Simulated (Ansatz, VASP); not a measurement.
This is a calculation of MoS2 for Ansatz 0.2.0.

Contents of input.yaml:

```yaml
crystal:
  lattice:
    - [3.141092076, 0.0, 0.0]
    - [-1.570546038, 2.7202655334, 0.0]
    - [0.0, 0.0, 17.1003198802]
  atoms:
    - { symbol: Mo, position: [0.0, 0.0, 0.0] }
    - { symbol: S, position: [0.3333333333, 0.6666666667, 0.91050702] }
    - { symbol: S, position: [0.3333333333, 0.6666666667, 0.08949298] }
hamiltonian:
  xc: pbe
  pseudopotentials: { kind: paw }
kpoints:
  mp_grid: { grid: [10, 10, 2] }
scf:
  occupations: { method: fermi_dirac, width: 0.05 }
output:
  forces: true
  stress: true
  eigenvalues: true
```

Potentials or basis: Ansatz PAW.

Launch:

```bash
$ ansatz run input.yaml --threads 2 --pin off --max-ram 5120MiB --backend cpu --events-out ev --progress --plain --runs-dir out
```

Q: Translate it to VASP 6.6.1. Potentials there: VASP PAW PBE potentials, release 64 (Mo_sv, S).

A: As run (the cutoff follows the program's own potentials):

The input INCAR:

```
PREC = Accurate
ENCUT = 520
EDIFF = 1E-7
ISMEAR = -1
SIGMA = 0.05
LREAL = F
LASPH = T
NELM = 60
ALGO = Normal
ISIF = 2
LWAVE = F
LCHARG = F
GGA = PE
NBANDS = 20
```

Contents of KPOINTS:

```
Automatic mesh
0
Gamma
  10 10 2
```

The input POSCAR:

```
MoS2
1.0
    3.1410920760      0.0000000000      0.0000000000
   -1.5705460380      2.7202655334      0.0000000000
    0.0000000000      0.0000000000     17.1003198802
Mo S
1 2
Direct
    0.0000000000      0.0000000000      0.0000000000
    0.3333333333      0.6666666667      0.9105070200
    0.3333333333      0.6666666667      0.0894929800
```

Potentials or basis: VASP PAW PBE potentials, release 64 (Mo_sv, S).

The run is started by

```bash
$ cat potpaw_PBE.64/Mo_sv/POTCAR potpaw_PBE.64/S/POTCAR > POTCAR
$ mpirun -np 1 vasp_std > vasp.out
```

Both were run:

|  | VASP | Ansatz | Ansatz less VASP |
| --- | --- | --- | --- |
| gap on the k mesh at the Fermi level (eV) | 1.86 | 1.84 | -0.013 |
| least direct gap on the mesh (eV) | 2.04 | 2.04 | -0.004 |
| rms of the force components (eV/Å) | 0.435 | 0.443 | +0.0076 |

Atom by atom the forces differ by 0.008 eV/Å (rms over components).
